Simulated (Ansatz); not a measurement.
**GaN (Fm-3m): relaxations under a series of pressures, by script**

A script is to give relaxations under a series of pressures; the system is GaN (Fm-3m).

All numbers are computed with Ansatz 0.2.0, driven from Python. Level of theory: DFT LDA, plane waves, PAW.

### Step 1. The system

It takes space group Fm-3m (No. 225, cubic). The conventional cell has a = 4.270 Å, b = 4.270 Å, c = 4.270 Å, α = 90.00°, β = 90.00°, γ = 90.00°. Ga (site symmetry m-3m) is surrounded by 6 N at 2.14 Å. N (site symmetry m-3m) is surrounded by 6 Ga at 2.14 Å.

No structure file is read: the coordinates are typed or built in the script.

### Step 2. The code

Contents of gan_compress.py:

```python
# -*- coding: utf-8 -*-
"""Cell of GaN under pressure."""

import warnings

import ansatz as az
import numpy as np

FUNCTIONAL = "LDA"
KGRID = (8, 8, 8)
SMEARING = "Fixed"

def edges_and_angles(cell):
    cell = np.asarray(cell)
    a, b, c = np.linalg.norm(cell, axis=1)
    cosines = cell[1] @ cell[2] / (b * c), cell[0] @ cell[2] / (a * c), cell[0] @ cell[1] / (a * b)
    return (a, b, c, *np.degrees(np.arccos(cosines)))


def main():
    warnings.simplefilter("ignore", az.DeckWarning)

    system = (
        az.Lattice.fcc(4.27047)
        .space_group(225)
        .atom("Ga", [0.0, 0.0, 0.0])
        .atom("N", [0.5, 0.0, 0.0])
        .primitive()
    )

    calc = (
        system.calculation()
        .functional(FUNCTIONAL)
        .pseudopotentials("paw")
        .kpoints(*KGRID, center="gamma")
        .occupations(SMEARING)
    )

    # H = F + PV, with 1 GPa A^3 = 1/160.21766 eV
    rows = []
    for pressure in [0, 10, 20, 30, 40]:
        out = calc.relax(cell=True, pressure=pressure).run()
        cell = out.lattice.cell_ang
        n_atoms = len(out.lattice.sites)
        volume = abs(np.linalg.det(cell)) / n_atoms
        enthalpy = out.report["free_energy_ev"] / n_atoms + pressure * volume / 160.21766
        rows.append((pressure, volume, enthalpy, *edges_and_angles(cell)))
        print(f"{pressure} GPa done: {volume:.4f} A^3/atom")

    print(" P (GPa)  V (A^3/atom)  H (eV/atom)     a       b       c")
    for row in rows:
        print("{:8.1f} {:12.4f} {:14.5f} {:7.4f} {:7.4f} {:7.4f}".format(*row[:6]))
    p, v = np.array([row[0] for row in rows], float), np.array([row[1] for row in rows])
    print("mean bulk modulus between rows (GPa):", np.round(-np.diff(p) / np.diff(np.log(v)), 1))


if __name__ == "__main__":
    main()
```

### Step 3. The input behind the calls

The package turns the script's settings into the engine's input (first run):

```yaml
crystal:
  lattice:
    bravais: fcc
    a: 4.27047
  space_group: 225
  atoms:
    - { symbol: Ga, position: [0.0, 0.0, 0.0] }
    - { symbol: "N", position: [0.5, 0.0, 0.0] }
  reduce_to_primitive: true
kpoints:
  mp_grid:
    grid: [8, 8, 8]
    shift: [0.0, 0.0, 0.0]
hamiltonian:
  xc: lda
  pseudopotentials:
    kind: paw
scf:
  occupations:
    method: fixed
relax:
  cell:
    p_target: 0.0
```

### Step 4. Launch

Command:

```console
$ python gan_compress.py
```

**Question.** How far does the cell shrink over this series of pressures, and what bulk modulus does the first step imply?

As calculated:

| quantity | value |
| --- | --- |
| bulk modulus between neighbouring pressures | 271.3 to 398.5 GPa |
| runs compared | 5 |
| range of energy | 116.87 meV/atom |

In words: The crystal stiffens as it is compressed. The volume falls from 9.13 Å³ an atom at 0 GPa to 8.09 at 40 GPa, by 11.5 %. Between 0 and 10 GPa, -V dP/dV is about 271 GPa, a mean over that step. In run 1, over 4 moves the cell shrank by 6.2 % in volume, and the space group stayed Fm-3m. In run 5, the volume shrank by 16.9 % over 5 moves under the 40 GPa asked, and the space group stayed Fm-3m. Caveats:
- At a fixed pressure a relaxation lowers the enthalpy F + PV, while F alone can rise.
- This cell is a computed structure, which may not be the phase found in nature.
- Symmetry holds the cell in this phase, so another phase that may be stable under pressure is not reached.
